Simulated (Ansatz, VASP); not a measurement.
**One calculation of TiAl, two programs**

File INCAR:

```
ALGO = Normal
EDIFF = 1E-6
ENCUT = 520
GGA = PS
ISIF = 2
ISMEAR = 0
LASPH = True
LCHARG = True
LELF = True
LREAL = False
LVHAR = True
LWAVE = False
NBANDS = 14
NELM = 100
PREC = Accurate
SIGMA = 0.05
```

Contents of KPOINTS:

```
k-points
0
Gamma
  11 11 6
```

POSCAR

```
TiAl
1.0
    2.9049936943      0.0000000000      0.0000000000
   -1.4524968471      2.5157983370      0.0000000000
    0.0000000000      0.0000000000      4.7396437833
Ti Al
1 1
Direct
    0.0000000000      0.0000000000      0.0000000000
    0.3333333333      0.6666666667      0.5000000000
```

File input.yaml:

```yaml
crystal:
  lattice:
    - [2.9049936943, 0.0, 0.0]
    - [-1.4524968471, 2.515798337, 0.0]
    - [0.0, 0.0, 4.7396437833]
  atoms:
    - { symbol: Ti, position: [0.0, 0.0, 0.0] }
    - { symbol: Al, position: [0.3333333333, 0.6666666667, 0.5] }
kpoints:
  mp_grid: { grid: [11, 11, 6] }
scf:
  occupations: { method: gaussian, width: 0.05 }
hamiltonian:
  xc: pbesol
  pseudopotentials: { kind: all_electron, lapw: { basis_error: 0.001 } }
output:
  forces: true
  stress: true
  eigenvalues: true
```

Change from the starting cell: volume scaled by 1.04.

Alike in both runs: task single point; functional PBEsol; k mesh 11 × 11 × 6; occupations gaussian, width 0.05 eV; no spin polarisation.

|  | VASP | Ansatz |
| --- | --- | --- |
| version | VASP 6.6.1 | Ansatz 0.2.0 |
| potentials or method | VASP PAW PBE potentials, release 64 (Ti_sv, Al) | all-electron LAPW, scalar-relativistic |
| plane-wave cutoff (eV) | 520 | see its input |

```tsv
	VASP	Ansatz	Ansatz less VASP
gap on the k mesh at the Fermi level (eV)	none	none	-
pressure (GPa)	-6.5	-6.6	-0.05
largest component of the traceless stress (GPa)	1.30	1.35	+0.056
```

A gap of «none» marks a metal or a gap that the smearing closes. Ansatz ran all-electron here, so the differences hold the error of VASP's frozen core and of both bases.

Caveats: the PAW data sets were made with another functional, which shifts forces and pressure a little (VASP).
